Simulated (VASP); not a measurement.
# Fe (Fmmm) in VASP: a series of runs

The runs below take Fe through single point, with PBEsol.

Everything below comes from runs of VASP 6.6.1. Logs are shortened: lines on timing, memory, paths and dates and some standing lists are left out, and cuts for length are marked.

## 1. The crystal as given

The structure is orthorhombic, space group Fmmm (No. 69). The conventional cell has a = 2.997 Å, b = 3.883 Å, c = 3.930 Å, α = 90.00°, β = 90.00°, γ = 90.00°. Around Fe (site symmetry mmm) lie 12 Fe at 2.45 to 2.76 Å.

## 2. Single point, PBEsol, collinear spin, ferromagnetic start

INCAR

```
  PREC = Accurate
  ENCUT = 450
  EDIFF = 0.001
  ISMEAR = 1
  SIGMA = 0.1
  LREAL = False
  LASPH = True
  NELM = 100
  ALGO = Normal
  ISIF = 2
  LWAVE = False
  LCHARG = False
  ISPIN = 2
  MAGMOM = 3
  LORBIT = 11
  LMAXMIX = 4
  GGA = PS
  NBANDS = 14
  ADDGRID = False
```

KPOINTS

```
Automatic mesh
0
Gamma
  6 6 6
```

POSCAR

```
Fe
1.0
    0.0000000000      1.9417396906      1.9651051623
    1.4984397099      0.0000000000      1.9651051623
    1.4984397099      1.9417396906      0.0000000000
Fe
1
Direct
    0.0000000000      0.0000000000      0.0000000000
```

Potentials or basis: VASP PAW PBE potentials, release 64 (Fe).

The run is started by

```
cat potpaw_PBE.64/Fe/POTCAR > POTCAR
mpirun -np 1 vasp_std > vasp.out
```

OUTCAR:

```text
PREC = Accurate
   ENCUT = 450
   EDIFF = 0.001
   ISMEAR = 1
   LREAL = False
   LASPH = True
   NELM = 100
   ISIF = 2
   ISPIN = 2
   LORBIT = 11
   GGA = PS

 Found     46 irreducible k-points:

 Following reciprocal coordinates:
            Coordinates               Weight
  0.000000  0.000000  0.000000      1.000000
  0.166667 -0.000000 -0.000000      8.000000
  0.333333 -0.000000  0.000000      8.000000
  0.500000 -0.000000 -0.000000      4.000000
  0.166667  0.166667  0.000000      2.000000
  0.333333  0.166667  0.000000      8.000000
   k-points           NKPTS =     46   k-points in BZ     NKDIM =     46   number of bands    NBANDS=     14
   number of dos      NEDOS =    301   number of ions     NIONS =      1
   total plane-waves  NPLWV =   6480
   dimension x,y,z NGX =    20 NGY =   18 NGZ =   18
   dimension x,y,z NGXF=    40 NGYF=   36 NGZF=   36
   ions per type =               1
   NGX,Y,Z   is equivalent  to a cutoff of  12.04, 12.11, 12.20 a.u.
   NGXF,Y,Z  is equivalent  to a cutoff of  24.07, 24.22, 24.40 a.u.
 SYSTEM =  unknown system
   PREC   = accura    normal or accurate (medium, high low for compatibility)
   ISTART =      0    job   : 0-new  1-cont  2-samecut
   ICHARG =      2    charge: 1-file 2-atom 10-const
   ISPIN  =      2    spin polarized calculation?
   LNONCOLLINEAR =      F non collinear calculations
   LSORBIT =      F    spin-orbit coupling
   LASPH  =      T    aspherical Exc in radial PAW
   ENCUT  =  450.0 eV  33.07 Ry    5.75 a.u.   4.78  4.27  4.24*2*pi/ulx,y,z
   NELM   =    100;   NELMIN=  2; NELMDL= -5     # of ELM steps
   EDIFF  = 0.1E-02   stopping-criterion for ELM
   LREAL  =      F    real-space projection
   EDIFFG = 0.1E-01   stopping-criterion for IOM
   NSW    =      0    number of steps for IOM
   IBRION =     -1    ionic relax: 0-MD 1-quasi-New 2-CG
   NFREE  =      0    steps in history (QN), initial steepest desc. (CG)
   ISIF   =      2    stress and relaxation
   ISYM   =      2    0-nonsym 1-usesym 2-fastsym
   POTIM  = 0.5000    time-step for ionic-motion
   TEBEG  =    0.0;   TEEND  =   0.0 temperature during run
   PSTRESS=    0.0 pullay stress
   NELECT =       8.0000    total number of electrons
   NUPDOWN=      -1.0000    fix difference up-down
   EMIN   =  10.00;   EMAX   =-10.00  energy-range for DOS
   EFERMI =   0.00;   METHOD = LEGACY
   ISMEAR =     1;   SIGMA  =   0.10  broadening in eV -4-tet -1-fermi 0-gaus
   EFERMI_NEDOS =   21; number of points for ismear=-14 and -15
   IALGO  =     38    algorithm
   IMIX   =      4    mixing-type and parameters
     AMIX     =   0.40;   BMIX     =  1.00
     AMIX_MAG =   1.60;   BMIX_MAG =  1.00
  volume/ion in A,a.u.               =      11.44        77.17
  Fermi-wavevector in a.u.,A,eV,Ry     =   1.453303  2.746344 28.736719  2.112089
  Thomas-Fermi vector in A             =   2.570585
   LORBIT       =     11    0 simple, 1 ext, 2 COOP (PROOUT), +10 PAW based schemes
   GGA     = PS    functional components
   LHFCALC =     F    Hartree Fock is set to
   AEXX    =    0.0000 exact exchange contribution
   IVDW    =     0    specifies the selected vdW correction
   LEPSILON=     F    determine dielectric tensor
   LRPA    =     F    only Hartree local field effects (RPA)
 spin polarized calculation
 Methfessel and Paxton  Order N= 1 SIGMA  =   0.10
  energy-cutoff  :      450.00
  volume of cell :       11.44
 maximum number of plane-waves:       261
   NGX =  9   NGY =  9   NGZ =  9

 number of electron       7.9999998 magnetization       2.2476046

 Free energy of the ion-electron system (eV)
  ---------------------------------------------------
  ext. energy  EPLUGINS =         0.00000000
  ---------------------------------------------------
  free energy    TOTEN  =        -8.91110126 eV

  energy without entropy =       -8.91092976  energy(sigma->0) =       -8.91104409

 E-fermi :   5.5673     XC(G=0): -13.2362

 val. band max:        5.5411194957   @ k =  -0.1667   0.1667   0.1667
 cond. band min:       5.5880933461   @ k =   0.3333   0.1667   0.1667
 fundamental gap:      0.0469738503
 Fermi energy:         5.5673259025

 spin component 1

 k-point     1 :       0.0000    0.0000    0.0000
  band No.  band energies     occupation
      1      -2.8868      1.00000
      2       3.1577      1.00000
      3       3.2489      1.00000
      4       3.5898      1.00000
      5       4.3233      1.00000
      6       4.7293      1.00000
      7      29.3790      0.00000
      8      30.8555      0.00000
      9      31.1196      0.00000
     10      35.0594      0.00000
     11      36.1143      0.00000
     12      36.3743      0.00000
     13      36.8752      0.00000
     14      36.9671      0.00000

 k-point     2 :       0.1667   -0.0000   -0.0000
  band No.  band energies     occupation
      1      -1.8139      1.00000
      2       3.1086      1.00000
      3       3.1638      1.00000
      4       3.9752      1.00000
      5       4.2159      1.00000
      6       4.6489      1.00000
      7      24.7305      0.00000
      8      28.6917      0.00000
      9      30.2626      0.00000
     10      33.0361      0.00000
     11      33.4470      0.00000
     12      34.6201      0.00000
     13      37.9794      0.00000
     14      40.5858      0.00000

 k-point     3 :       0.3333   -0.0000    0.0000
  band No.  band energies     occupation
      1       0.3152      1.00000
      2       2.6575      1.00000
      3       3.5327      1.00000
      4       4.3039      1.00000
      5       4.7290      1.00000
      6       5.2073      1.00000
      7      17.1491      0.00000
      8      25.6861      0.00000
      9      28.2432      0.00000
     10      29.9105      0.00000
     11      32.9588      0.00000
     12      37.1283      0.00000
     13      39.7967      0.00000
     14      47.0647      0.00000

 k-point     4 :       0.5000   -0.0000   -0.0000
  band No.  band energies     occupation
      1       0.7008      1.00000
      2       2.4258      1.00000
      3       4.2699      1.00000
      4       4.8660      1.00000
      5       5.8347     -0.00051
      6       5.9261     -0.00000
      7      12.6116      0.00000
      8      24.4377      0.00000
      9      26.5546      0.00000
     10      29.5504      0.00000
     11      33.1623      0.00000
     12      37.8869      0.00000
     13      42.7224      0.00000
     14      45.5451      0.00000

 k-point     5 :       0.1667    0.1667    0.0000
  band No.  band energies     occupation
      1      -1.7432      1.00000
      2       2.8163      1.00000
      3       3.4043      1.00000
      4       3.8443      1.00000
      5       4.4549      1.00000
      6       4.6128      1.00000
      7      25.9134      0.00000
      8      28.1179      0.00000
      9      28.7811      0.00000
     10      30.7102      0.00000
     11      33.6406      0.00000
     12      36.3210      0.00000
     13      39.9205      0.00000
     14      39.9404      0.00000

 k-point     6 :       0.3333    0.1667    0.0000
  band No.  band energies     occupation
      1       0.0633      1.00000
      2       2.6151      1.00000
      3       2.8669      1.00000
      4       4.2914      1.00000
      5       4.8725      1.00000
      6       5.1326      1.00000
      7      21.0061      0.00000
      8      22.7546      0.00000
      9      27.1185      0.00000
     10      30.5581      0.00000
     11      35.1679      0.00000
     12      37.1475      0.00000
     13      40.5512      0.00000
     14      43.9564      0.00000

 [... further k-points ...]

 spin component 2

 k-point     1 :       0.0000    0.0000    0.0000
  band No.  band energies     occupation
      1      -2.6167      1.00000
      2       5.0857      1.00000
      3       5.2141      1.00000
      4       5.6911     -0.03543
      5       6.8900     -0.00000
      6       7.4951     -0.00000
      7      29.2710      0.00000
      8      30.7972      0.00000
      9      31.0919      0.00000
     10      35.4956      0.00000
     11      36.2854      0.00000
     12      37.3869      0.00000
     13      37.6266      0.00000
     14      37.7225      0.00000

 k-point     2 :       0.1667   -0.0000   -0.0000
  band No.  band energies     occupation
      1      -1.5299      1.00000
      2       5.0208      1.00000
      3       5.1016      1.00000
      4       6.0735     -0.00000
      5       6.7251     -0.00000
      6       7.3894     -0.00000
      7      25.2587      0.00000
      8      28.7896      0.00000
      9      30.5457      0.00000
     10      33.8208      0.00000
     11      34.0458      0.00000
     12      35.0622      0.00000
     13      38.3737      0.00000
     14      41.1811      0.00000

 k-point     3 :       0.3333   -0.0000    0.0000
  band No.  band energies     occupation
      1       0.9804      1.00000
      2       4.5397      1.00000
      3       4.8827      1.00000
      4       6.7574     -0.00000
      5       7.4130     -0.00000
      6       7.4368     -0.00000
      7      18.1184      0.00000
      8      25.8358      0.00000
      9      28.9501      0.00000
     10      30.4582      0.00000
     11      33.6441      0.00000
     12      37.5564      0.00000
     13      40.0527      0.00000
     14      47.4806      0.00000

 k-point     4 :       0.5000   -0.0000   -0.0000
  band No.  band energies     occupation
      1       2.0054      1.00000
      2       4.2705      1.00000
      3       6.0542     -0.00000
      4       6.7921     -0.00000
      5       7.5481     -0.00000
      6       8.2448      0.00000
      7      14.0608      0.00000
      8      24.5552      0.00000
      9      27.1728      0.00000
     10      30.1888      0.00000
     11      33.9334      0.00000
     12      38.1169      0.00000
     13      43.0531      0.00000
     14      46.3577      0.00000

 k-point     5 :       0.1667    0.1667    0.0000
  band No.  band energies     occupation
      1      -1.4570      1.00000
      2       4.6769      1.00000
      3       5.4406      1.03520
      4       5.8644     -0.00011
      5       7.0414     -0.00000
      6       7.3018     -0.00000
      7      26.3377      0.00000
      8      28.4182      0.00000
      9      29.0042      0.00000
     10      31.5636      0.00000
     11      34.4219      0.00000
     12      36.5091      0.00000
     13      40.2262      0.00000
     14      40.4350      0.00000

 k-point     6 :       0.3333    0.1667    0.0000
  band No.  band energies     occupation
      1       0.4819      1.00000
      2       4.3771      1.00000
      3       4.7609      1.00000
      4       6.7774     -0.00000
      5       7.2212     -0.00000
      6       7.5618     -0.00000
      7      21.7284      0.00000
      8      23.3979      0.00000
      9      27.7792      0.00000
     10      30.8422      0.00000
     11      35.5814      0.00000
     12      37.7003      0.00000
     13      41.1362      0.00000
     14      44.3092      0.00000

 [... further k-points ...]

------------------------ aborting loop because EDIFF is reached ----------------------------------------

  FORCE on cell =-STRESS in cart. coord.  units (eV):
  Direction    XX          YY          ZZ          XY          YZ          ZX
  --------------------------------------------------------------------------------------
  -------------------------------------------------------------------------------------
  Total       -1.2073572     -0.3780230     -0.5851094     -0.0000000      0.0000000      0.0000000
  in kB     -169.1610099    -52.9642369    -81.9788069     -0.0000000      0.0000000      0.0000000
  external PRESSURE =    -101.3680179 kB  Pullay stress =       0.0000000 kB

 VOLUME and BASIS-vectors are now :
 -----------------------------------------------------------------------------
  energy-cutoff  :      450.00
  volume of cell :       11.44
      direct lattice vectors                 reciprocal lattice vectors
     0.000000000  1.941739691  1.965105162    -0.333680426  0.257501045  0.254439309
     1.498439710  0.000000000  1.965105162     0.333680426 -0.257501045  0.254439309
     1.498439710  1.941739691  0.000000000     0.333680426  0.257501045 -0.254439309

 POSITION                                       TOTAL-FORCE (eV/Angst)
 -----------------------------------------------------------------------------------
      0.00000      0.00000      0.00000         0.000000      0.000000      0.000000
 -----------------------------------------------------------------------------------
    total drift:                                0.000000     -0.000000     -0.000000

  FREE ENERGIE OF THE ION-ELECTRON SYSTEM (eV)
  ---------------------------------------------------
  free  energy   TOTEN  =        -8.9111012581 eV

  energy  without entropy=       -8.9109297578  energy(sigma->0) =       -8.91104409

 total charge

# of ion       s       p       d       tot
------------------------------------------
    1        0.490   0.531   6.240   7.262

 magnetization (x)

# of ion       s       p       d       tot
------------------------------------------
    1       -0.013  -0.047   2.305   2.245
```

Wall time 5.7 s (1 thread of Intel Xeon 6975P-C (Granite Rapids), shared host); peak memory 0.13 GiB.

The run converged, but some of its settings lie outside the range that counts as converged, so its numbers aren't taken as properties of the crystal.

Results:

```
Free energy                                           : -8.9111 eV
Pressure                                              : -10.1 GPa
Band gap on the k mesh                                : none (metal or under the smearing width)
Net moment                                            : 2.25 μB per cell
Site moments                                          : Fe +2.25 μB
Valence electrons inside the program's atomic spheres : Fe 7.26
```

Caveat: the k mesh is coarse (spacing up to 0.52 Å⁻¹), so the values aren't converged; the PAW data sets were made with another functional, which shifts forces and pressure a little.

## 3. Single point, PBEsol, collinear spin, ferromagnetic start

INCAR: that of step 2 with these lines changed.

```diff
@@ -2,3 +2,3 @@
   ENCUT = 450
-  EDIFF = 0.001
+  EDIFF = 1E-4
   ISMEAR = 1
```

KPOINTS is that of step 2.

POSCAR is that of step 2.

Potentials or basis: VASP PAW PBE potentials, release 64 (Fe).

The run is started by

```
cat potpaw_PBE.64/Fe/POTCAR > POTCAR
mpirun -np 1 vasp_std > vasp.out
```

Wall time 6.8 s (1 thread of Intel Xeon 6975P-C (Granite Rapids), shared host); peak memory 0.13 GiB.

These settings aren't checked as converged: the numbers below hold their error.

What came out:

```yaml
Free_energy: -8.9112 eV
Pressure: -9.8 GPa
Band_gap_on_the_k_mesh: none (metal or under the smearing width)
Net_moment: 2.26 μB per cell
Site_moments: Fe +2.25 μB
Valence_electrons_inside_the_program's_atomic_spheres: Fe 7.26
```

Caveat: the k mesh is coarse (spacing up to 0.52 Å⁻¹), so the values aren't converged; the PAW data sets were made with another functional, which shifts forces and pressure a little.

## 4. Single point, PBEsol, collinear spin, ferromagnetic start

INCAR: that of step 3 with these lines changed.

```diff
@@ -2,3 +2,3 @@
   ENCUT = 450
-  EDIFF = 1E-4
+  EDIFF = 1E-5
   ISMEAR = 1
```

KPOINTS is that of step 3.

POSCAR is that of step 3.

The run is started by

```
cat potpaw_PBE.64/Fe/POTCAR > POTCAR
mpirun -np 1 vasp_std > vasp.out
```

It took 6.6 s on 1 thread of Intel Xeon 6975P-C (Granite Rapids), shared host; peak memory 0.13 GiB.

The run converged, but some of its settings lie outside the range that counts as converged, so its numbers aren't taken as properties of the crystal.

What came out:

| Quantity | Value |
| --- | --- |
| Free energy | -8.9112 eV |
| Pressure | -9.5 GPa |
| Band gap on the k mesh | none (metal or under the smearing width) |
| Net moment | 2.26 μB per cell |
| Site moments | Fe +2.25 μB |
| Valence electrons inside the program's atomic spheres | Fe 7.26 |

Caveat: the k mesh is coarse (spacing up to 0.52 Å⁻¹), so the values aren't converged; the PAW data sets were made with another functional, which shifts forces and pressure a little.
